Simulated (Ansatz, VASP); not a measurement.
# SiC (SiC (10-10), 8 units): VASP beside Ansatz

One calculation is typed for both programs; each brings its own data sets. How far apart do they land? Of the first pair: The cell is taken from a series of runs on this material, whose earlier steps may have relaxed, scaled, displaced or heated it; both programs get it as it stands.

Program: Ansatz 0.2.0. Level of theory: plane waves, with VASP 6.6.1 beside it; single point at PBE. Results are calculated unless marked as measured.

## Step 1: Starting point

The cell holds 32 atoms: 16 Si and 16 C. Cell: a = 3.080 Å, b = 5.050 Å, c = 37.561 Å, α = 90.0°, β = 90.0°, γ = 90.0°. It derives from SiC (wurtzite SiC). Vacuum lies along c.

## Step 2: VASP: single point, PBE, pair 1

With cell and atoms fixed, the geometry can't cause a difference; cores, projectors, grids and the points listed under the comparison can.

Lines of VASP's logs that name or quote its potential files are left out, and so is its time.

Contents of INCAR:

```
SYSTEM = SiC
PREC = Accurate
ENCUT = 520
EDIFF = 1E-06
NELM = 120
ISMEAR = 0
SIGMA = 0.01
LREAL = Auto
ALGO = Normal
GGA = PE
NBANDS = 88
LORBIT = 11
LWAVE = .FALSE.
LCHARG = .FALSE.
ISIF = 2
LDIPOL = .TRUE.
IDIPOL = 3
DIPOL = 0.5 0.5 0.5
LVHAR = .TRUE.
LASPH = .TRUE.
GGA_COMPAT = .FALSE.
EFERMI = MIDGAP
NELMDL = -8
KPAR = 4
```

Contents of POSCAR:

```
SiC
1.0
    3.0800000000      0.0000000000      0.0000000000
    0.0000000000      5.0500000000      0.0000000000
    0.0000000000      0.0000000000     37.5606271201
Si C
16 16
Direct
    0.0000000000      0.0214386314      0.2449376951
    0.5000000000      0.4887673538      0.2601731882
    0.5000000000      0.0034253773      0.3101487213
    0.0000000000      0.4981282944      0.3332789639
    0.0000000000      0.0011662047      0.3810706948
    0.5000000000      0.5000655242      0.4048540789
    0.5000000000      0.0006272030      0.4523779890
    0.0000000000      0.5004506771      0.4762480384
    0.0000000000      0.0004506771      0.5237519606
    0.5000000000      0.5006272030      0.5476220100
    0.5000000000      0.0000655242      0.5951459200
    0.0000000000      0.5011662048      0.6189293041
    0.0000000000      0.9981282944      0.6667210351
    0.5000000000      0.5034253773      0.6898512777
    0.5000000000      0.9887673538      0.7398268108
    0.0000000000      0.5214386314      0.7550623039
    0.0000000000      0.3633886351      0.2403683852
    0.5000000000      0.8632717086      0.2612308835
    0.5000000000      0.3771703859      0.3096639054
    0.0000000000      0.8754197515      0.3333503149
    0.0000000000      0.3767784387      0.3810874790
    0.5000000000      0.8764877158      0.4047955312
    0.5000000000      0.3767344330      0.4524189519
    0.0000000000      0.8766796656      0.4762089387
    0.0000000000      0.3766796656      0.5237910602
    0.5000000000      0.8767344330      0.5475810471
    0.5000000000      0.3764877158      0.5952044677
    0.0000000000      0.8767784388      0.6189125200
    0.0000000000      0.3754197515      0.6666496841
    0.5000000000      0.8771703859      0.6903360936
    0.5000000000      0.3632717086      0.7387691154
    0.0000000000      0.8633886351      0.7596316138
```

Contents of KPOINTS:

```
Automatic mesh
0
Gamma
8 6 1
0 0 0
```

PAW data sets: Si and C (PBE family, release 64).

Launch:

```
> mpirun -np 4 vasp_std
```

Numbers of over 12 decimals in the logs are rounded to 6 here.

The program printed:

```text
[banner, memory and clock lines left out]
running    4 mpi-ranks, on    1 nodes
[...]
LDA part: xc-table for (Slater+PW92), standard interpolation
 POSCAR, INCAR and KPOINTS ok, starting setup
[...]
entering main loop
       N       E                     dE             d eps       ncg     rms          rms(c)
DAV:   1     0.678271777679E+03    0.67827E+03   -0.54407E+04  3544   0.123E+03
DAV:   2    -0.174393423031E+03   -0.85267E+03   -0.80671E+03  4616   0.256E+02
DAV:   3    -0.263598927420E+03   -0.89206E+02   -0.87896E+02  4456   0.786E+01
DAV:   4    -0.268049961765E+03   -0.44510E+01   -0.44352E+01  4840   0.190E+01
[...]
DAV:  27    -0.236227845902E+03   -0.49359E-05   -0.99235E-08  2768   0.427E-04    0.105E-04
DAV:  28    -0.236227847424E+03   -0.15220E-05   -0.43782E-08  2720   0.311E-04    0.933E-05
DAV:  29    -0.236227847945E+03   -0.52151E-06   -0.21454E-08  2600   0.226E-04
   1 F= -.23622785E+03 E0= -.23622785E+03  d E =0.000000E+00
```

Parts of OUTCAR (step 2):

```text
  Total        8.8437668      8.6399452     -0.2051789      0.0000000      0.0000000      0.0000000
  in kB       24.2534172     23.6944506     -0.5626890      0.0000000      0.0000000      0.0000000
  external PRESSURE =      15.7950596 kB  Pullay stress =       0.0000000 kB

 POSITION                                       TOTAL-FORCE (eV/Angst)
 -----------------------------------------------------------------------------------
      0.00000      0.10827      9.20001         0.000000     -0.014741      0.012768
      1.54000      2.46828      9.77227         0.000000      0.004981     -0.001804
      1.54000      0.01730     11.64938         0.000000     -0.002460     -0.001877
      0.00000      2.51555     12.51817         0.000000      0.002691      0.000774
      0.00000      0.00589     14.31325         0.000000      0.000537      0.000698
      1.54000      2.52533     15.20657         0.000000      0.000689      0.000329
      1.54000      0.00317     16.99160         0.000000      0.001091     -0.000169
      0.00000      2.52728     17.88817         0.000000      0.001976     -0.000262
      0.00000      0.00228     19.67245         0.000000      0.001976      0.000262
      1.54000      2.52817     20.56903         0.000000      0.001091      0.000169
      1.54000      0.00033     22.35405         0.000000      0.000689     -0.000329
      0.00000      2.53089     23.24737         0.000000      0.000537     -0.000698
      0.00000      5.04055     25.04246         0.000000      0.002691     -0.000774
      1.54000      2.54230     25.91125         0.000000     -0.002460      0.001877
[...]
-----------------------------------------------------------------------------------
    total drift:                                0.000000      0.014657      0.000279

  FREE ENERGIE OF THE ION-ELECTRON SYSTEM (eV)
  ---------------------------------------------------
  free  energy   TOTEN  =      -236.2278479454 eV

  energy  without entropy=     -236.2278479454  energy(sigma->0) =     -236.22784795

[... 3 further parts left out ...]
[key lines of the parts left out:]
E-fermi :   3.0123
```

## Step 3: Ansatz: single point, PBE, pair 1

Ansatz runs on its default PAW (the set named soft_2) files.

The same cell, functional and mesh now go to Ansatz, which takes its cutoff from its data sets.

Contents of input.yaml:

```yaml
crystal:
  lattice:
    - [3.08, 0.0, 0.0]
    - [0.0, 5.05, 0.0]
    - [0.0, 0.0, 37.5606271201]
  atoms:
    - { symbol: Si, position: [0.0, 0.0214386262, 0.2449376951] }
    - { symbol: C, position: [0.0, 0.3633886309, 0.2403683855] }
    - { symbol: Si, position: [0.5, 0.4887673503, 0.2601731884] }
    - { symbol: C, position: [0.5, 0.8632717048, 0.2612308839] }
    - { symbol: Si, position: [0.5, 0.0034253738, 0.3101487214] }
    - { symbol: C, position: [0.5, 0.3771703825, 0.3096639057] }
    - { symbol: Si, position: [0.0, 0.4981282919, 0.333278964] }
    - { symbol: C, position: [0.0, 0.8754197487, 0.3333503151] }
    - { symbol: Si, position: [0.0, 0.0011662026, 0.3810706951] }
    - { symbol: C, position: [0.0, 0.3767784367, 0.3810874795] }
    - { symbol: Si, position: [0.5, 0.5000655224, 0.4048540794] }
    - { symbol: C, position: [0.5, 0.8764877142, 0.4047955319] }
    - { symbol: Si, position: [0.5, 0.0006272019, 0.4523779899] }
    - { symbol: C, position: [0.5, 0.3767344323, 0.4524189533] }
    - { symbol: Si, position: [0.0, 0.5004506771, 0.4762480393] }
    - { symbol: C, position: [0.0, 0.8766796649, 0.4762089403] }
    - { symbol: Si, position: [0.0, 0.0004506771, 0.5237519615] }
    - { symbol: C, position: [0.0, 0.3766796662, 0.5237910618] }
    - { symbol: Si, position: [0.5, 0.5006272041, 0.5476220108] }
    - { symbol: C, position: [0.5, 0.8767344336, 0.5475810485] }
    - { symbol: Si, position: [0.5, 6.5526e-05, 0.5951459205] }
    - { symbol: C, position: [0.5, 0.3764877174, 0.5952044684] }
    - { symbol: Si, position: [0.0, 0.5011662069, 0.6189293044] }
    - { symbol: C, position: [0.0, 0.8767784408, 0.6189125204] }
    - { symbol: Si, position: [0.0, -0.0018717032, 0.6667210352] }
    - { symbol: C, position: [0.0, 0.3754197543, 0.6666496843] }
    - { symbol: Si, position: [0.5, 0.5034253809, 0.6898512778] }
    - { symbol: C, position: [0.5, 0.8771703893, 0.6903360938] }
    - { symbol: Si, position: [0.5, -0.0112326427, 0.739826811] }
    - { symbol: C, position: [0.5, 0.3632717124, 0.7387691158] }
    - { symbol: Si, position: [0.0, 0.5214386365, 0.7550623039] }
    - { symbol: C, position: [0.0, 0.8633886393, 0.7596316141] }
kpoints:
  mp_grid: { grid: [8, 6, 1] }
hamiltonian:
  xc: pbe
scf:
  occupations: { method: fixed }
  convergence: { dr2_threshold: 1.0e-09 }
efield:
  axis: 3
  dipole_correction: true
  ramp_position: 0.97
  ramp_width: 0.06
output:
  eigenvalues: true
  dos: { projected: true, e_range: [-7, 7] }
  write_potential: true
  write_density: true
  volumetric_format: npy
checkpoint:
  write: end8.run
  compress: false
  write_wavefunctions: false
```

Launch:

```
> ansatz run input.yaml --threads 4 --pin off --max-ram 16384MiB --backend cpu --events-out ev --progress --plain --runs-dir out
```

The program printed:

```text
Engine: ansatz 0.2.0, aarch64-unknown-linux-gnu
Pseudopotentials: kind: paw
Pseudopotential: Si, paw, valence charge 4, recommended cutoff 420 eV (normal), Si.paw.azcp
Pseudopotential: C, paw, valence charge 4, recommended cutoff 420 eV (normal), C.paw.azcp
Functional definition: PBE
  parameter kappa = 0.804
  parameter beta = 0.066725
  exchange = pbe_x(kappa = kappa, mu = beta*pi^2/3)
  correlation = pbe_c(beta = beta)
Crystal: 32 atoms, lattice volume = 584.218 Å³
Basis set: ecut = 420 eV, 11359 PW (Γ)
Bands: 96, of which v1, the nominal top of the filled ones, is band 64 counted from 1 (63 counted from 0)
Symmetry: 2 space group operations
k-points: 20 of 48 (time reversal used)
Non-local potential: Si, projectors of the file, l = 0: 2, l = 1: 2, l = 2: 2
Non-local potential: C, projectors of the file, l = 0: 2, l = 1: 2, l = 2: 1
PAW form: soft (Blöchl's): semilocal exchange-correlation on the pseudo side does not see the compensation charge
PAW one-centre angular grid: Si, 110 points (default); XC on 64 Gauss nodes
PAW one-centre angular grid: C, 110 points (default); XC on 64 Gauss nodes
Initial density: superposition of atomic densities (neutral atoms: chi_scale 0, normalization atom), corrected by the library's trained network
Initial wavefunctions: pseudopotential atomic-orbital guess
Functional: x = pbe(κ = 0.804, μ = 0.219515), c = pbe(β = 0.066725)
SCF iter   1: F=—  HF=-14189.832060 eV  |F-HF|=—  |Δ(HF+E_count)|=         —  Δρ=2.92e-3  dr2=6.02e-2  ethr=1.77e-3  p=-0.000 e·Å  D=-3.41e-9 V/Å  ΔV_dip=0.00 eV  dr2_dipole=7.00e-7  V_vac-E_F(+/−)=5.49/5.49 eV  ⟨swp⟩=5.2  Hψ=8498  notcnv=0  defer=588
efield: sawtooth ramp at fractional position 0.9700 (set: `efield.ramp_position`, or a place that a band, a saddle search or an elastic batch's reference lends), width 0.0600; the density the first Hamiltonian is built on has a dipole p = -0.000 e·Å; the dipole correction subtracts the counter field D = -3.41e-9 V/Å, which shifts the + side's vacuum level by +0.00 eV against the − side's; the planar-averaged density in the ramp window peaks in size at 8.5e-6 e/Å³
preconditioner: auto → Resta (q_TF=auto, 2.118 Å⁻¹)  ε∞=3.2  [insulator: Δε(μ)=1.572 eV  Ē_g=11.601 eV  n_scr=80 (ndim 8)  ℏωp=17.4 eV  f_vac=0.394  ε∞_Penn≈3.2  vacuum switching on, ρ_ref=9.8e-3 e/Å³]
SCF iter   2: F=—  HF=-14189.819572 eV  |F-HF|=—  |Δ(HF+E_count)|=   1.25e-2  Δρ=1.31e-3  dr2=1.06e-2  ethr=4.70e-5  p=-0.000 e·Å  D=-1.02e-4 V/Å  ΔV_dip=0.00 eV  dr2_dipole=9.58e-7  V_vac-E_F(+/−)=5.59/5.58 eV  ⟨swp⟩=2.5  Hψ=3629  notcnv=0  defer=600
density mixer auto → msr1: gapped (density of states about μ 0.06 of a free-electron gas's, 80 screened modes)
SCF iter   3: F=—  HF=-14189.820166 eV  |F-HF|=—  |Δ(HF+E_count)|=   5.94e-4  Δρ=4.75e-4  dr2=2.65e-3  ethr=8.25e-6  p=0.000 e·Å  D=1.00e-4 V/Å  ΔV_dip=-0.00 eV  dr2_dipole=1.06e-6  V_vac-E_F(+/−)=5.55/5.56 eV  ⟨swp⟩=3.3  Hψ=2951  notcnv=0  defer=600
SCF iter   4: F=—  HF=-14189.820135 eV  |F-HF|=—  |Δ(HF+E_count)|=   3.06e-5  Δρ=1.60e-4  dr2=2.21e-4  ethr=2.07e-6  p=-0.000 e·Å  D=-2.25e-5 V/Å  ΔV_dip=0.00 eV  dr2_dipole=5.41e-8  V_vac-E_F(+/−)=5.62/5.62 eV  ⟨swp⟩=2.6  Hψ=2330  notcnv=0  defer=600
SCF iter   5: F=—  HF=-14189.820173 eV  |F-HF|=—  |Δ(HF+E_count)|=   3.72e-5  Δρ=5.71e-5  dr2=2.68e-5  ethr=1.73e-7  p=0.000 e·Å  D=6.30e-6 V/Å  ΔV_dip=-0.00 eV  dr2_dipole=4.67e-9  V_vac-E_F(+/−)=5.61/5.61 eV  ⟨swp⟩=2.6  Hψ=2576  notcnv=0  defer=594
SCF iter   6: F=—  HF=-14189.820178 eV  |F-HF|=—  |Δ(HF+E_count)|=   5.65e-6  Δρ=2.43e-5  dr2=5.03e-6  ethr=2.09e-8  p=-0.000 e·Å  D=-1.57e-6 V/Å  ΔV_dip=0.00 eV  dr2_dipole=3.93e-10  V_vac-E_F(+/−)=5.62/5.62 eV  ⟨swp⟩=2.5  Hψ=2584  notcnv=0  defer=579
SCF iter   7: F=—  HF=-14189.820114 eV  |F-HF|=—  |Δ(HF+E_count)|=   6.43e-5  Δρ=8.05e-6  dr2=5.73e-7  ethr=3.93e-9  p=-0.000 e·Å  D=-1.19e-6 V/Å  ΔV_dip=0.00 eV  dr2_dipole=1.12e-10  V_vac-E_F(+/−)=5.62/5.62 eV  ⟨swp⟩=2.1  Hψ=3047  notcnv=0  defer=576
SCF iter   8: F=—  HF=-14189.820114 eV  |F-HF|=—  |Δ(HF+E_count)|=   1.51e-7  Δρ=1.99e-6  dr2=2.40e-8  ethr=4.48e-10  p=0.000 e·Å  D=5.67e-8 V/Å  ΔV_dip=-0.00 eV  dr2_dipole=2.45e-12  V_vac-E_F(+/−)=5.62/5.62 eV  ⟨swp⟩=2.1  Hψ=2690  notcnv=0  defer=576
SCF iter   9: F=—  HF=-14189.820114 eV  |F-HF|=—  |Δ(HF+E_count)|=   2.90e-8  Δρ=6.47e-7  dr2=3.88e-9  ethr=1.87e-11  p=-0.000 e·Å  D=-3.39e-7 V/Å  ΔV_dip=0.00 eV  dr2_dipole=1.03e-11  V_vac-E_F(+/−)=5.62/5.62 eV  ⟨swp⟩=3.4  Hψ=3440  notcnv=0  defer=576
SCF iter  10: F=-14189.820114 eV  HF=-14189.820114 eV  |F-HF|=3.82e-11  |Δ(HF+E_count)|=   1.23e-9  Δρ=1.83e-7  dr2=2.21e-10  ethr=1.00e-12  p=0.000 e·Å  D=1.51e-7 V/Å  ΔV_dip=-0.00 eV  dr2_dipole=2.70e-12  V_vac-E_F(+/−)=5.62/5.62 eV  ⟨swp⟩=28.4  Hψ=16096  notcnv=0
SCF 1 converged in 10 iterations: F = -14189.820114 eV  dr2 = 2.21e-10
  greatest PAW one-centre occupation: 0.658 electrons in one spin orbital (limit 2), on the C atom at site 31 (counted from 0), in its partial waves of l = 0
WARN: The output density's exchange-correlation potential varies sharply where the density is thin. Do not read a vacuum level from v_tot or v_xc, or from such a field of the output density. On a cell that repeats whose density bears no net charge and no dipole along the vacuum's axis use v_es (v_loc + v_h of the components); under efield.dipole_correction with no amplitude use v_es + v_field, which holds any externa [...]
SCF converged after 10 iterations
Free energy (F): -14189.820114 eV
Harris-Foulkes:  -14189.820114 eV  (|F-HF|=3.82e-11)
Internal energy: -14189.820114 eV  (E = F + TS)
E sigma→0 (E₀):  -14189.820114 eV
Fermi energy:    3.015052 eV
Dipole field:    D = -0.000001 V/Å  (p = -0.000004 e·Å, saw-weighted, corrected)
Work function:   Φ+ = 5.6185 eV   Φ− = 5.6184 eV
Levels:          The Fermi level and band energies are counted from a zero that moves with the ramp; work functions are not
--- Per-component energies (eV) ---
  E_band       = -372.835955
  E_kinetic    = 2160.210256
  E_local      = -113317.679846  (includes V_loc(G=0)·N_el)
  E_nonlocal   = 830.991506
  E_hartree    = 55921.566997
  E_xc         = -1683.248884
  E_vxc        = -1743.186854  (∫ρ·V_xc dr)
  E_paw        = -9792.478648  (= ΣΔE_a)
  E_vpaw       = -146.305669  (= ΣTr[D̂ρ^β])
  E_aug_tail   = 0.000207  (compensation charges beyond the density's cutoff)
  E_efield     = 0.000000  (sawtooth field / dipole correction)
  E_vefield    = 0.000000  (∫n·V_field dr)
  E_ewald      = 51690.818298
  E_smearing   = -0.000000  (= −TS)
  E_closure    = -0.000000  (closes the sum)
  Σ components = -14189.820114   (vs F -14189.820114, Δ=0.00e0)
--- Band table (eV; the first three rows and the last of 20) ---
  k-point 0: bands = [... 60 lower, 2.9167, 2.9510, 2.9959, 3.0151, 5.7152, 5.7286, 5.8994, 6.0770, ... 28 higher]
  k-point 1: bands = [... 60 lower, 2.7797, 2.7880, 2.8128, 2.9033, 5.7022, 5.7047, 5.9771, 6.0988, ... 28 higher]
  k-point 2: bands = [... 60 lower, 2.4681, 2.6164, 2.7600, 2.7883, 5.4829, 5.4843, 6.0906, 6.1740, ... 28 higher]
  k-point 19: bands = [... 60 lower, 1.0547, 1.0547, 2.7701, 2.7701, 4.5770, 4.5770, 6.4524, 6.4524, ... 28 higher]
```

## Step 4: Side by side

Known differences besides the potentials themselves: fixed occupations in Ansatz, narrow Gaussian smearing in VASP; the cutoff is 420 eV in Ansatz and 520 eV in VASP (PREC = Accurate, projectors in real space). Total energies have different zeros and are not compared.

Both answers:

```tsv
quantity	Ansatz	VASP	difference
gap on the k mesh (eV)	1.562	1.552	+0.010
```

A gap on the mesh is an upper bound, since the band edges may lie between its points. With vacuum in the cell, a pressure given here is an average over mostly empty space and none of the material.

## Step 5: Ansatz: relaxation, PBE

The two programs are compared at the cell with which this relaxation starts, whose forces are those of its first step.

The structure compared here is the start of the Ansatz relaxation; VASP solves that cell, so the two are compared at the walk's first step.

Contents of input.yaml:

```yaml
crystal:
  lattice:
    - [3.08, 0.0, 0.0]
    - [0.0, 5.05, 0.0]
    - [0.0, 0.0, 37.5606271201]
  atoms:
    - { symbol: Si, position: [0.0, 0.0, 0.2396126127] }
    - { symbol: C, position: [0.0, 0.375, 0.2396126127] }
    - { symbol: Si, position: [0.5, 0.5, 0.2632841934] }
    - { symbol: C, position: [0.5, 0.875, 0.2632841934] }
    - { symbol: Si, position: [0.5, 0.0, 0.3106273547] }
    - { symbol: C, position: [0.5, 0.375, 0.3106273547] }
    - { symbol: Si, position: [0.0, 0.5, 0.3342989354] }
    - { symbol: C, position: [0.0, 0.875, 0.3342989354] }
    - { symbol: Si, position: [0.0, 0.0, 0.3816420967] }
    - { symbol: C, position: [0.0, 0.375, 0.3816420967] }
    - { symbol: Si, position: [0.5, 0.5, 0.4053136774] }
    - { symbol: C, position: [0.5, 0.875, 0.4053136774] }
    - { symbol: Si, position: [0.5, 0.0, 0.4526568387] }
    - { symbol: C, position: [0.5, 0.375, 0.4526568387] }
    - { symbol: Si, position: [0.0, 0.5, 0.4763284193] }
    - { symbol: C, position: [0.0, 0.875, 0.4763284193] }
    - { symbol: Si, position: [0.0, 0.0, 0.5236715807] }
    - { symbol: C, position: [0.0, 0.375, 0.5236715807] }
    - { symbol: Si, position: [0.5, 0.5, 0.5473431613] }
    - { symbol: C, position: [0.5, 0.875, 0.5473431613] }
    - { symbol: Si, position: [0.5, 0.0, 0.5946863226] }
    - { symbol: C, position: [0.5, 0.375, 0.5946863226] }
    - { symbol: Si, position: [0.0, 0.5, 0.6183579033] }
    - { symbol: C, position: [0.0, 0.875, 0.6183579033] }
    - { symbol: Si, position: [0.0, 0.0, 0.6657010646] }
    - { symbol: C, position: [0.0, 0.375, 0.6657010646] }
    - { symbol: Si, position: [0.5, 0.5, 0.6893726453] }
    - { symbol: C, position: [0.5, 0.875, 0.6893726453] }
    - { symbol: Si, position: [0.5, 0.0, 0.7367158066] }
    - { symbol: C, position: [0.5, 0.375, 0.7367158066] }
    - { symbol: Si, position: [0.0, 0.5, 0.7603873873] }
    - { symbol: C, position: [0.0, 0.875, 0.7603873873] }
kpoints:
  mp_grid: { grid: [8, 6, 1] }
hamiltonian:
  xc: pbe
scf:
  occupations: { method: fixed }
  convergence: { dr2_threshold: 1.0e-09 }
efield:
  axis: 3
  dipole_correction: true
  ramp_position: 0.97
  ramp_width: 0.06
relax:
  f_tol: 0.003
  max_steps: 100
output:
  write_potential: true
  write_density: true
  volumetric_format: npy
```

The program printed:

```text
[...]
Crystal: 32 atoms, lattice volume = 584.218 Å³
Basis set: ecut = 420 eV, 11359 PW (Γ), exchange–correlation on 48×72×512 points (8 copies of the dense FFT grid, shifted against one another)
Bands: 96, of which v1, the nominal top of the filled ones, is band 64 counted from 1 (63 counted from 0)
Symmetry: 2 space group operations
k-points: 20 of 48 (time reversal used)
[...]
- { symbol: C, position: [-1.6176473875212298e-19, 0.876680, 0.476209] }
[...]
- { symbol: Si, position: [1.3809565356669975e-18, -0.0018717, 0.666721] }
    - { symbol: C, position: [1.2843532141089126e-18, 0.375420, 0.666650] }
    - { symbol: Si, position: [0.500000, 0.503425, 0.689851] }
    - { symbol: C, position: [0.500000, 0.877170, 0.690336] }
    - { symbol: Si, position: [0.500000, -0.011233, 0.739827] }
    - { symbol: C, position: [0.500000, 0.363272, 0.738769] }
    - { symbol: Si, position: [-7.209725967276431e-18, 0.521439, 0.755062] }
    - { symbol: C, position: [-1.0232548562391396e-18, 0.863389, 0.759632] }
```

(Continued in part 2 of 2.)

[Lines on the potential files, build, host, timing and source positions are cut from VASP's logs without a mark.]

[Logs are printed without paths, hosts, clocks, repeated set-up lines and the standing remarks that a program may print on its own settings, such as how far it seeks lower states.]

[Hosts, paths, dates, database ids (printed as entryN), source tags and the programs' standing remarks are cut or masked in the printed files.]
